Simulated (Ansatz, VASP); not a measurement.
Ga in VASP and in Ansatz

```
CELL_PARAMETERS angstrom
2.80523 0.00000 0.00000
0.00000 2.80523 0.00000
0.00000 0.00000 4.68328
ATOMIC_POSITIONS crystal
Ga 0.00000 0.00000 0.00000
Ga 0.50000 0.50000 0.50000
```

Change from the starting cell: volume scaled by 1.04.

Alike in both runs: functional LDA; k mesh 9 × 9 × 6; occupations fermi-dirac, width 0.1 eV; no spin polarisation.

|  | VASP | Ansatz |
| --- | --- | --- |
| version | VASP 6.6.1 | Ansatz 0.2.0 |
| potentials or method | VASP PAW LDA potentials, release 64 (Ga_d) | JTH PAW |
| plane-wave cutoff (eV) | 520 | 3600 |
| valence electrons in the cell | 26 | 26 |
| task | single point | electron localisation function |

Ansatz gave:

| Property | Result |
| --- | --- |
| gap on the k mesh at the Fermi level (eV) | none |
| pressure (GPa) | -4.0 |
| largest component of the traceless stress (GPa) | 1.00 |

Q: Which values does VASP return?

A: gap on the k mesh at the Fermi level (eV): none; pressure (GPa): -4.1; largest component of the traceless stress (GPa): 0.97.

A gap of «none» marks a metal or a gap that the smearing closes.
